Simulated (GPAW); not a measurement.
# Quasiparticle gap of KCl (Sylvite) in GPAW, part 2 of 2

Aim: the G0W0 gap of KCl (Sylvite) on PBE, step by step.

GPAW 26.7.0; PBE and many-body steps on it, plane waves. Known limits of the many-body steps: not at the basis limit.

So far. Step 3 (Bands along the symmetry lines): The gap is 5.194 eV, as in the run before at this level. Step 4 (Empty states on the mesh, 4×4×4 mesh, 151 bands): On this mesh the gap is 5.194 eV.

## (5) Screening and self-energy, 4×4×4 mesh, 141 bands, screening to 100 eV

Now the one-shot GW correction: screening in the RPA, then the self-energy of the levels asked for.

This step: G0W0 on PBE, plane waves, PAW.

File run.py:

```python
import json
import numpy as np
from gpaw.mpi import world
from gpaw.response.g0w0 import G0W0

gw = G0W0('full.gpw',
    filename='gw',
    kpts=[0],
    bands=(6, 10),
    ecut=100,
    nbands=141,
    integrate_gamma='WS',
    ppa=True)
gw.calculate()
res = {mode: {k: v for k, v in r.items() if k != 'sigma_eskwn'}
       for mode, r in gw.all_results.items()}

if world.rank == 0:
    with open('result.json', 'w') as f:
        json.dump(res, f, default=lambda x: x.tolist())
```

Run with:

```sh
$ mpirun -n 4 gpaw python run.py
```

Numbers of over 12 decimals in the logs are rounded to 6 here.

The program printed:

```text
Using integrator: PointIntegrator
FrequencyGridDescriptor(from 0.000+0.000j to 0.000+27.211j eV, 2 points)
Nonperiodic BCs:  [False False False]
Using integrator: PointIntegrator
FrequencyGridDescriptor(from 0.000+0.000j to 0.000+27.211j eV, 2 points)
Nonperiodic BCs:  [False False False]
  ___  _ _ _
 |   || | | |
 | | || | | |
 |__ ||_____|
 |___|

BZ k-points: Symmetries present (total): 48

  [... matrices ...]
64 k-points: 4 x 4 x 4 Monkhorst-Pack grid + [1/8,1/8,1/8]
8 k-points in the irreducible part of the Brillouin zone
       k-points in crystal coordinates                weights
   0:     0.00000000    0.00000000    0.00000000          1/64
   1:     0.25000000    0.25000000    0.00000000          6/64
   2:     0.25000000    0.25000000    0.25000000          8/64
   3:     0.50000000    0.25000000   -0.25000000          6/64
   4:     0.50000000    0.25000000    0.25000000         12/64
   5:     0.50000000    0.50000000    0.00000000          3/64
   6:     0.50000000    0.50000000    0.25000000         24/64
   7:     0.50000000    0.50000000    0.50000000          4/64

Distributing spins, k-points and bands (1 x 1 x 4) over 4 processes
Number of blocks: 1

Quasi particle states:
k-points (IBZ indices): [0]
Band range: (6, 10)
  [... matrices ...]
Computational parameters:
Plane wave cut-off: 100 eV
Number of bands: 141
Coulomb cutoff: None
Broadening: 0.1 eV

fxc modes: GW
Kernel: RPA
Using Godby-Needs plasmon-pole approximation:
  Fitting energy: i*E0, E0 = 1.000 Hartree
Summing all q:

Calculating screened Coulomb potential
No Coulomb truncation
FrequencyGridDescriptor(from 0.000+0.000j to 0.000+27.211j eV, 2 points)
Removing empty qpoint cache files...

Calculating chi0 body with:
    Ground state adapter containing:
    Number of spins: 1
    Number of kpoints: 64
    Number of irreducible kpoints: 8
    Number of completely occupied states: 8
    Number of partially occupied states: 8
    Occupied states memory: 1.6875 M / cpu

    Linear response parametrization:
    q_c: [0.0, 0.0, 0.0]
    Number of frequency points: 2
    Planewave cutoff: 100.0
    Number of bands: 141
    Number of planewaves: 137
    Broadening (eta): 1e-06
    comm.size: 4
    kncomm.size: 4
    blockcomm.size: 1

    Memory estimate of potentially large arrays:
        chi0_wGG: 0.572784 M / cpu
Integrating chi0 body.

Symmetries of q_c:
    Direct symmetries (Uq -> q): 48
    Indirect symmetries (TUq -> q): 0
In total 48 allowed symmetries.

  [... matrices ...]
8 groups of equivalent kpoints. 87.5% reduction.

Integral kind: response function
Integrating chi0 head and wings.

Symmetries of q_c:
    Direct symmetries (Uq -> q): 48
    Indirect symmetries (TUq -> q): 0
In total 48 allowed symmetries.

  [... matrices ...]
8 groups of equivalent kpoints. 87.5% reduction.

Integral kind: response function wings

Calculating chi0 body with:
    Ground state adapter containing:
    Number of spins: 1
    Number of kpoints: 64
    Number of irreducible kpoints: 8
    Number of completely occupied states: 8
    Number of partially occupied states: 8
    Occupied states memory: 1.6875 M / cpu

    Linear response parametrization:
[... the further q-points ...]

Results:
f:      Occupation numbers
eps:     KS-eigenvalues [eV]
vxc:     KS vxc [eV]
exx:     Exact exchange [eV]
sigma:   Self-energies [eV]
dsigma:  Self-energy derivatives
Z:       Renormalization factors
qp:      QP-energies [eV]

k-point 0 (0): (0.000, 0.000, 0.000)                GW
band       f     eps     vxc     exx   sigma  dsigma       Z      qp
                                                                   GW
   6   1.000  -0.329 -16.355 -20.768   2.003  -0.222   0.819  -2.301
   7   1.000  -0.329 -16.355 -20.768   2.003  -0.222   0.819  -2.301
   8   0.000   4.865  -7.907  -4.229  -2.867  -0.137   0.880   5.579
   9   0.000   8.030  -9.268  -4.312  -3.001  -0.142   0.876   9.743
```

Wall time 22 s (4 MPI ranks of Arm Neoverse V2, shared host); peak memory 1.1 GiB; 89 s of CPU time.

This step gave:

* G0W0 gap on the points computed: 7.879 eV
* least direct G0W0 gap on the computed points: 7.879 eV
* Z at the valence top: 0.8186
* Z at the conduction bottom: 0.8796
* starting gap on the mesh: 5.194 eV
* k of the valence top: 0, 0, 0
* k of the conduction bottom: 0, 0, 0

The gap on the mesh goes from 5.19 eV to 7.88 eV, a correction of +2.69 eV.

Limits: finite bands, cutoff and mesh. v1 is the top filled band, c1 the lowest empty one. Levels before and after the correction, in eV, zero at the valence-band top of each column:

```
           conduction bottom  valence top
Kohn-Sham               5.19         0.00
     G0W0               7.88         0.00
```

```
             level  energy (eV)
Kohn-Sham  Γ v2-v1        0.000
Kohn-Sham     Γ c1        5.194
Kohn-Sham     Γ c2        8.359
     G0W0  Γ v2-v1        0.000
     G0W0     Γ c1        7.879
     G0W0     Γ c2       12.044
```

## (6) Where the time went

Times are wall times on 4 MPI ranks of Arm Neoverse V2, shared host, good to a factor of about two.

```
                          step   time  share  memory (GiB)
                  ground state  5.4 s   12 %          0.62
bands along the symmetry lines  7.3 s   17 %          0.66
      empty states on the mesh  8.3 s   19 %           1.1
     screening and self-energy   22 s   52 %           1.1
```

## (7) Outcome

```yaml
pbe_gap: 5.19 eV, direct
g0w0_gap_on_the_mesh: 7.88 eV
gw_settings: 4×4×4 mesh, 141 bands, screening to 100 eV, Godby-Needs plasmon pole
known_limits: not at the basis limit
```

G0W0 moves the gap on the mesh from 5.19 eV to 7.88 eV (+2.69 eV), with Z of 0.82 and 0.88 at the edges. Only 1 of the mesh's irreducible points was corrected, so a valley elsewhere could overtake. The dearest step here is «screening and self-energy». Bands and cutoff are finite, so the gap is not at the basis limit. The miss can reach some tenths of an eV and take either sign; the mesh is an error of its own. These stock PAW sets were not made for GW. In the G0W0 run levels were corrected at 1 k point alone, so a gap called «on the mesh» is the least over those, and an edge elsewhere would be missed.

[Paths, hosts, dates, memory and timing lines, banners, echoed tables and standing remarks are left out of the program output.]

[Logs are printed without paths, hosts, clocks, repeated set-up lines and the standing remarks that a program may print on its own settings, such as how far it seeks lower states.]

[Runs of the session that timed out or met a known fault of the program may be left out.]

[Hosts, paths, dates, database ids (printed as entryN), source tags and the programs' standing remarks are cut or masked in the printed files.]
